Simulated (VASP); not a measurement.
# SnS2 (Berndtite-2T) (P-3m1) in VASP: a series of runs

The runs below take SnS2 (Berndtite-2T) through relaxation of cell and atoms, with LDA, PBE.

Everything below comes from runs of VASP 6.6.1. Logs are shortened: lines on timing, memory, paths and dates and some standing lists are left out, and cuts for length are marked.

## Step 1: The structure

Symmetry: P-3m1, No. 164, trigonal system. Conventional cell: a = 3.549 Å, b = 3.549 Å, c = 5.107 Å, α = 90.00°, β = 90.00°, γ = 120.00°. Around Sn (site symmetry -3m) lie 6 S at 2.52 Å. Around S (site symmetry 3m) lie 3 Sn at 2.52 Å.

## Step 2: Relaxation of cell and atoms, LDA, target pressure 9.78 GPa, at which the enthalpy is minimised

Input file INCAR:

```
PREC     = Accurate       # precision mode
ENCUT    = 600            # plane-wave cutoff, eV
EDIFF    = 1E-7           # SCF threshold, eV
ISMEAR   = 0              # smearing method
SIGMA    = 0.03           # smearing width, eV
LREAL    = F              # projectors in reciprocal space
LASPH    = T              # aspherical terms in the spheres
NELM     = 80             # most SCF steps
ALGO     = Normal         # electronic algorithm
ISIF     = 3              # what is computed and relaxed
LWAVE    = F              # write WAVECAR
LCHARG   = F              # write CHGCAR
GGA      = CA             # functional
IBRION   = 2              # ionic algorithm
NSW      = 90             # ionic steps
EDIFFG   = -0.005         # ionic threshold
PSTRESS  = 97.8
```

Input file KPOINTS:

```
regular mesh
0
Gamma
  9 9 5
```

Input file POSCAR:

```
SnS2                                    
1.0
    3.5487002653      0.0000000000     -0.0000000000
   -1.7743501326      3.0732645802      0.0000000000
   -0.0000000000      0.0000000000      5.1066704495
  Sn              S             
     1     2
Direct
     1.0000000000000000    0.0000000000000000    0.0000000000000000
     0.3333333332999970    0.6666666667000030    0.2859291920190701
     0.6666666667000030    0.3333333332999970    0.7140708079809297
```

Potentials or basis: VASP PAW LDA potentials, release 64 (Sn_d, S).

Launch:

```sh
cat potpaw_LDA.64/Sn_d/POTCAR potpaw_LDA.64/S/POTCAR > POTCAR
mpirun -np 1 vasp_std > vasp.out
```

OUTCAR:

```text
PREC = Accurate
   ENCUT = 600
   EDIFF = 1E-7
   ISMEAR = 0
   LREAL = F
   LASPH = T
   NELM = 80
   ISIF = 3
   GGA = CA
   IBRION = 2
   NSW = 90
   EDIFFG = -0.005
   PSTRESS = 97.8

 ion  position               nearest neighbor table
   1  0.000  0.000  0.000-   2 2.52   3 2.52   3 2.52   2 2.52   3 2.52   2 2.52
   2  0.333  0.667  0.286-   1 2.52   1 2.52   1 2.52
   3  0.667  0.333  0.714-   1 2.52   1 2.52   1 2.52

  LATTYP: Found a hexagonal cell.
 ALAT       =     3.5487002653
 C/A-ratio  =     1.4390255777

  Lattice vectors:

 A1 = (   3.5487002653,   0.0000000000,   0.0000000000)
 A2 = (  -1.7743501326,   3.0732645802,   0.0000000000)
 A3 = (   0.0000000000,   0.0000000000,   5.1066704495)

Analysis of symmetry for initial positions (statically):
=====================================================================
 Subroutine PRICEL returns:
 Original cell was already a primitive cell.

 Routine SETGRP: Setting up the symmetry group for a
 hexagonal supercell.

 Subroutine GETGRP returns: Found 12 space group operations
 (whereof 12 operations were pure point group operations)
 out of a pool of 24 trial point group operations.

The static configuration has the point symmetry D_3d.

Analysis of symmetry for dynamics (positions and initial velocities):
=====================================================================
 Subroutine PRICEL returns:
 Original cell was already a primitive cell.

 Routine SETGRP: Setting up the symmetry group for a
 hexagonal supercell.

 Subroutine GETGRP returns: Found 12 space group operations
 (whereof 12 operations were pure point group operations)
 out of a pool of 24 trial point group operations.

The dynamic configuration has the point symmetry D_3d.

 Subroutine INISYM returns: Found 12 space group operations
 (whereof 12 operations are pure point group operations),
 and found     1 'primitive' translations

----------------------------------------------------------------------------------------

                                     Primitive cell

  volume of cell :      55.6938

  direct lattice vectors                    reciprocal lattice vectors
     3.548700265  0.000000000  0.000000000     0.281793312  0.162693444  0.000000000
    -1.774350133  3.073264580  0.000000000     0.000000000  0.325386889  0.000000000
     0.000000000  0.000000000  5.106670450     0.000000000  0.000000000  0.195822309

  length of vectors
     3.548700265  3.548700265  5.106670450     0.325386889  0.325386889  0.195822309

  position of ions in fractional coordinates (direct lattice)
     0.000000000  0.000000000  0.000000000
     0.333333333  0.666666667  0.285929192
     0.666666667  0.333333333  0.714070808

  ion indices of the primitive-cell ions
   primitive index   ion index
                 1           1
                 2           2
                 3           3

----------------------------------------------------------------------------------------

 KPOINTS: regular mesh

Automatic generation of k-mesh.
 Grid dimensions read from file:
 generate k-points for:    9    9    5

 Generating k-lattice:

  Cartesian coordinates                     Fractional coordinates (reciprocal lattice)
     0.031310368  0.018077049  0.000000000     0.111111111 -0.000000000  0.000000000
     0.000000000  0.036154099  0.000000000     0.000000000  0.111111111  0.000000000
     0.000000000  0.000000000  0.039164462     0.000000000  0.000000000  0.200000000

  Length of vectors
     0.036154099  0.036154099  0.039164462

  Shift w.r.t. Gamma in fractional coordinates (k-lattice)
     0.000000000  0.000000000  0.000000000

 Subroutine IBZKPT returns following result:
 ===========================================

 Found     50 irreducible k-points:

 Following reciprocal coordinates:
            Coordinates               Weight
  0.000000  0.000000  0.000000      1.000000
  0.111111  0.000000  0.000000      6.000000
  0.222222  0.000000  0.000000      6.000000
  0.333333 -0.000000  0.000000      6.000000
  0.444444  0.000000  0.000000      6.000000
  0.111111  0.111111  0.000000      6.000000
[... 16 lines left out ...]
  0.222222  0.111111  0.200000     12.000000
 -0.111111  0.333333  0.200000     12.000000
 [... further k-points ...]
   k-points           NKPTS =     50   k-points in BZ     NKDIM =     50   number of bands    NBANDS=     17
   number of dos      NEDOS =    301   number of ions     NIONS =      3
   total plane-waves  NPLWV =  32928
   dimension x,y,z NGX =    28 NGY =   28 NGZ =   42
   dimension x,y,z NGXF=    56 NGYF=   56 NGZF=   84
   ions per type =               1   2
   NGX,Y,Z   is equivalent  to a cutoff of  13.12, 13.12, 13.67 a.u.
   NGXF,Y,Z  is equivalent  to a cutoff of  26.23, 26.23, 27.35 a.u.
 SYSTEM =  unknown system
   PREC   = accura    normal or accurate (medium, high low for compatibility)
   ISTART =      0    job   : 0-new  1-cont  2-samecut
   ICHARG =      2    charge: 1-file 2-atom 10-const
   ISPIN  =      1    spin polarized calculation?
   LNONCOLLINEAR =      F non collinear calculations
   LSORBIT =      F    spin-orbit coupling
   LASPH  =      T    aspherical Exc in radial PAW
   ENCUT  =  600.0 eV  44.10 Ry    6.64 a.u.   7.09  7.09 10.20*2*pi/ulx,y,z
   NELM   =     80;   NELMIN=  2; NELMDL= -5     # of ELM steps
   EDIFF  = 0.1E-06   stopping-criterion for ELM
   LREAL  =      F    real-space projection
   EDIFFG = -.5E-02   stopping-criterion for IOM
   NSW    =     90    number of steps for IOM
   IBRION =      2    ionic relax: 0-MD 1-quasi-New 2-CG
   NFREE  =      1    steps in history (QN), initial steepest desc. (CG)
   ISIF   =      3    stress and relaxation
   ISYM   =      2    0-nonsym 1-usesym 2-fastsym
   POTIM  = 0.5000    time-step for ionic-motion
   TEBEG  =    0.0;   TEEND  =   0.0 temperature during run
   PSTRESS=   97.8 pullay stress
   NELECT =      26.0000    total number of electrons
   NUPDOWN=      -1.0000    fix difference up-down
   EMIN   =  10.00;   EMAX   =-10.00  energy-range for DOS
   EFERMI =   0.00;   METHOD = LEGACY
   ISMEAR =     0;   SIGMA  =   0.03  broadening in eV -4-tet -1-fermi 0-gaus
   EFERMI_NEDOS =   21; number of points for ismear=-14 and -15
   IALGO  =     38    algorithm
   IMIX   =      4    mixing-type and parameters
     AMIX     =   0.40;   BMIX     =  1.00
     AMIX_MAG =   1.60;   BMIX_MAG =  1.00
  volume/ion in A,a.u.               =      18.56       125.28
  Fermi-wavevector in a.u.,A,eV,Ry     =   1.269980  2.399914 21.944149  1.612849
  Thomas-Fermi vector in A             =   2.402992
   LORBIT       =      0    0 simple, 1 ext, 2 COOP (PROOUT), +10 PAW based schemes
   GGA     = CA    functional components
   LHFCALC =     F    Hartree Fock is set to
   AEXX    =    0.0000 exact exchange contribution
   IVDW    =     0    specifies the selected vdW correction
   LEPSILON=     F    determine dielectric tensor
   LRPA    =     F    only Hartree local field effects (RPA)
 conjugate gradient relaxation of ions
 non-spin polarized calculation
 Gauss-broadening in eV      SIGMA  =   0.03
  energy-cutoff  :      600.00
  volume of cell :       55.69
 maximum number of plane-waves:      1878
   NGX = 15   NGY = 15   NGZ = 21

--------------------------------------- Ionic step        1  -------------------------------------------

 number of electron      25.9999990 magnetization

 Free energy of the ion-electron system (eV)
  ---------------------------------------------------
  ext. energy  EPLUGINS =         0.00000000
  ---------------------------------------------------
  free energy    TOTEN  =       -14.84884341 eV

  energy without entropy =      -14.84884341  energy(sigma->0) =      -14.84884341

------------------------ aborting loop because EDIFF is reached ----------------------------------------

  FORCE on cell =-STRESS in cart. coord.  units (eV):
  Direction    XX          YY          ZZ          XY          YZ          ZX
  --------------------------------------------------------------------------------------
  -------------------------------------------------------------------------------------
  Total        3.3776928      3.3776928      3.3767076      0.0000000      0.0000000      0.0000000
  in kB       97.1680802     97.1680802     97.1397411      0.0000000      0.0000000      0.0000000
  external PRESSURE =      -0.6413661 kB  Pullay stress =      97.8000000 kB

 VOLUME and BASIS-vectors are now :
 -----------------------------------------------------------------------------
  energy-cutoff  :      600.00
  volume of cell :       55.69
      direct lattice vectors                 reciprocal lattice vectors
     3.548700265  0.000000000  0.000000000     0.281793312  0.162693444  0.000000000
    -1.774350133  3.073264580  0.000000000     0.000000000  0.325386889  0.000000000
     0.000000000  0.000000000  5.106670450     0.000000000  0.000000000  0.195822309
[... 48 lines left out ...]
  FREE ENERGIE OF THE ION-ELECTRON SYSTEM (eV)
  ---------------------------------------------------
  free  energy   TOTEN  =       -14.8451843270 eV

  energy  without entropy=      -14.8451843270  energy(sigma->0) =      -14.84518433

  enthalpy is  TOTEN    =       -11.4491804159 eV   P V=        3.3960039111

--------------------------------------- Ionic step        3  -------------------------------------------

 number of electron      25.9999990 magnetization

 Free energy of the ion-electron system (eV)
  ---------------------------------------------------
  ext. energy  EPLUGINS =         0.00000000
  ---------------------------------------------------
  free energy    TOTEN  =       -14.84732861 eV

  energy without entropy =      -14.84732861  energy(sigma->0) =      -14.84732861

 E-fermi :   8.0686     XC(G=0): -11.0380

 val. band max:        7.9418718113   @ k =   0.1111   0.0000   0.0000
 cond. band min:       8.1925307882   @ k =   0.3333   0.3333   0.0000
 fundamental gap:      0.2506589769
 Fermi energy:         8.0686406772

 k-point     1 :       0.0000    0.0000    0.0000
  band No.  band energies     occupation
      1     -13.8256      2.00000
      2     -13.8256      2.00000
      3     -13.7648      2.00000
      4     -13.7248      2.00000
      5     -13.7248      2.00000
      6      -7.6636      2.00000
[... 9 lines left out ...]
     16      12.8203      0.00000
     17      12.8203      0.00000
[... 441 lines left out ...]
 k-point    24 :      -0.1111    0.3333    0.2000
  band No.  band energies     occupation
      1     -13.8851      2.00000
      2     -13.7959      2.00000
      3     -13.7569      2.00000
      4     -13.7263      2.00000
      5     -13.6986      2.00000
      6      -6.4430      2.00000
[... 9 lines left out ...]
     16      13.2852      0.00000
     17      14.1780      0.00000

 [... further k-points ...]

------------------------ aborting loop because EDIFF is reached ----------------------------------------

  FORCE on cell =-STRESS in cart. coord.  units (eV):
  Direction    XX          YY          ZZ          XY          YZ          ZX
  --------------------------------------------------------------------------------------
  -------------------------------------------------------------------------------------
  Total        3.3981055      3.3981055      3.3981907      0.0000000      0.0000000      0.0000000
  in kB       97.7990234     97.7990234     97.8014758      0.0000000      0.0000000      0.0000000
  external PRESSURE =      -0.0001591 kB  Pullay stress =      97.8000000 kB

 VOLUME and BASIS-vectors are now :
 -----------------------------------------------------------------------------
  energy-cutoff  :      600.00
  volume of cell :       55.67
      direct lattice vectors                 reciprocal lattice vectors
     3.548179191  0.000000000  0.000000000     0.281834695  0.162717337 -0.000000000
    -1.774089596  3.072813317  0.000000000    -0.000000000  0.325434674 -0.000000000
     0.000000000  0.000000000  5.105886984     0.000000000  0.000000000  0.195852357

 POSITION                                       TOTAL-FORCE (eV/Angst)
 -----------------------------------------------------------------------------------
      0.00000      0.00000      0.00000         0.000000     -0.000000      0.000000
     -0.00000      2.04854      1.45994        -0.000000      0.000000      0.004602
      1.77409      1.02427      3.64594         0.000000     -0.000000     -0.004602
 -----------------------------------------------------------------------------------
    total drift:                               -0.000000      0.000000     -0.000000

  FREE ENERGIE OF THE ION-ELECTRON SYSTEM (eV)
  ---------------------------------------------------
  free  energy   TOTEN  =       -14.8473286144 eV

  energy  without entropy=      -14.8473286144  energy(sigma->0) =      -14.84732861

  enthalpy is  TOTEN    =       -11.4491892122 eV   P V=        3.3981394022

 reached required accuracy - stopping structural energy minimisation
```

Run time: 76 s. Hardware: 1 thread of Intel Xeon Platinum 8488C (Sapphire Rapids), shared host; peak memory 0.19 GiB.

What came out:

| Quantity | Value |
| --- | --- |
| Free energy | -14.8473 eV |
| Relaxed volume | 18.56 Å³/atom |
| Relaxed cell | a = 3.548 Å, b = 3.548 Å, c = 5.106 Å, α = 90.00°, β = 90.00°, γ = 120.00° |
| Space group after relaxing (to 0.05 Å) | P-3m1 (No. 164) |
| Energy change on relaxing (the enthalpy is what falls) | +0.5 meV/atom |
| Ionic steps | 3 |
| Pressure after relaxing | 9.8 GPa |
| Largest force after relaxing | 0.005 eV/Å |
| Band gap on the k mesh | 0.25 eV, indirect (least direct gap 1.45 eV) |

Forces on the atoms (eV/Å):
```
Sn   0.000  0.000  0.000
S    0.000  0.000  0.005
S    0.000  0.000 -0.005
```

Step by step:
```csv
step,energy change (eV),largest force (eV/Å),pressure (GPa),volume (Å³)
1,0.0000,0.0010,9.72,55.69
2,0.0037,0.0097,9.86,55.63
3,0.0015,0.0046,9.78,55.67
```

Final structure:
```yaml
crystal:
  lattice:
    - [3.54818, 0.00000, 0.00000]
    - [-1.77409, 3.07281, 0.00000]
    - [0.00000, 0.00000, 5.10589]
  atoms:
    - { symbol: Sn, position: [0.00000, 0.00000, 0.00000] }
    - { symbol: S, position: [0.33333, 0.66667, 0.28593] }
    - { symbol: S, position: [0.66667, 0.33333, 0.71407] }
```

Caveat: the cell is relaxed towards a set pressure, so the enthalpy falls and the energy may rise; spin-orbit coupling is left out, which moves the levels of the heavy elements; an odd mesh through Γ misses points on the zone boundary, where band edges often lie.

## Step 3: Relaxation of cell and atoms, PBE

This run uses another cell than the first one, of 22.43 Å³/atom, 1.208 times its volume.

Input file INCAR:

```
SYSTEM = SnS2
PREC = Accurate ; ENCUT = 300
EDIFF = 1E-6 ; ISMEAR = 0
SIGMA = 0.03 ; LREAL = .False.
LASPH = .True. ; NELM = 80
ALGO = Normal ; ISIF = 3
LWAVE = .False. ; LCHARG = .False.
GGA = PE ; IBRION = 2
NSW = 90 ; EDIFFG = -0.01
```

Input file KPOINTS:

```
Automatic mesh
0
Gamma
  5 5 3
  0 0 0
```

Input file POSCAR:

```
SnS2
1.0
    3.6390000000      0.0000000000      0.0000000000
   -1.8195000000      3.1514664444      0.0000000000
    0.0000000000      0.0000000000      5.8680000000
Sn S
1 2
Direct
    0.0000000000      0.0000000000      0.0000000000
    0.3333333333      0.6666666667      0.2500000000
    0.6666666667      0.3333333333      0.7500000000
```

Potentials or basis: VASP PAW PBE potentials, release 64 (Sn, S).

Launch:

```sh
cat potpaw_PBE.64/Sn/POTCAR potpaw_PBE.64/S/POTCAR > POTCAR
mpirun -np 1 vasp_std > vasp.out
```

It took 66 s on 1 thread of Intel Xeon Platinum 8259CL at 2.50GHz (Skylake/Cascade Lake), shared host; peak memory 0.15 GiB.

Results (log left out):

| Item | Value |
| --- | --- |
| Free energy | -13.2060 eV |
| Relaxed volume | 24.88 Å³/atom |
| Relaxed cell | a = 3.701 Å, b = 3.701 Å, c = 6.290 Å, α = 90.00°, β = 90.00°, γ = 120.00° |
| Space group after relaxing (to 0.05 Å) | P-3m1 (No. 164) |
| Energy gained by relaxing | 19.9 meV/atom |
| Ionic steps | 13 |
| Pressure after relaxing | 0.0 GPa |
| Largest force after relaxing | 0.008 eV/Å |
| Band gap on the k mesh | 1.65 eV, indirect (least direct gap 1.92 eV) |

Forces in eV/Å, atoms in the order of the input:
```
Sn   0.000  0.000  0.000
S    0.000  0.000 -0.008
S    0.000  0.000  0.008
```

Step by step:
| step | energy change (eV) | largest force (eV/Å) | pressure (GPa) | volume (Å³) |
| --- | --- | --- | --- | --- |
| 1 | 0.0000 | 0.2166 | 4.06 | 67.30 |
| 2 | -0.0087 | 0.5924 | -2.76 | 72.98 |
| 3 | -0.0366 | 0.2397 | 0.13 | 70.23 |
| 4 | -0.0410 | 0.1705 | 0.10 | 70.61 |
| 5 | -0.0446 | 0.0533 | 0.06 | 71.30 |
| 6 | -0.0489 | 0.0435 | 0.12 | 71.66 |
| 7 | -0.0567 | 0.0151 | 0.37 | 72.74 |
| 8 | -0.0515 | 0.0579 | 1.10 | 74.80 |
| 9 | -0.0578 | 0.0251 | 0.65 | 73.42 |
| 10 | -0.0592 | 0.0756 | -0.15 | 74.60 |
| 11 | -0.0593 | 0.0564 | 0.00 | 74.38 |
| 12 | -0.0597 | 0.0320 | -0.01 | 74.51 |
| 13 | -0.0598 | 0.0077 | -0.03 | 74.63 |

Final structure:
```
CELL_PARAMETERS angstrom
3.70139 0.00000 0.00000
-1.85070 3.20550 0.00000
0.00000 0.00000 6.29025
ATOMIC_POSITIONS crystal
Sn 0.00000 0.00000 0.00000
S 0.33333 0.66667 0.23422
S 0.66667 0.33333 0.76578
```

Levels at points of the mesh, in eV from the valence-band top:
```tsv
k point	band 6	band 7	band 8	band 9	band 10	band 11
(0.00, 0.00, 0.00)	-0.17	-0.17	-0.07	1.96	3.77	5.46
```

Caveat: the cutoff is under 1.25 times the usual one of these potentials, so pressure, stress and relaxed cells hold a basis-set (Pulay) error; spin-orbit coupling is left out, which moves the levels of the heavy elements; an odd mesh through Γ misses points on the zone boundary, where band edges often lie; this functional lacks dispersion, which binds the layers, so the pressure and a relaxed spacing across them are unreliable; the volume moved by +11 % from the deposited cell, more than functionals usually miss.

(Part 1 of 2 ends here.)
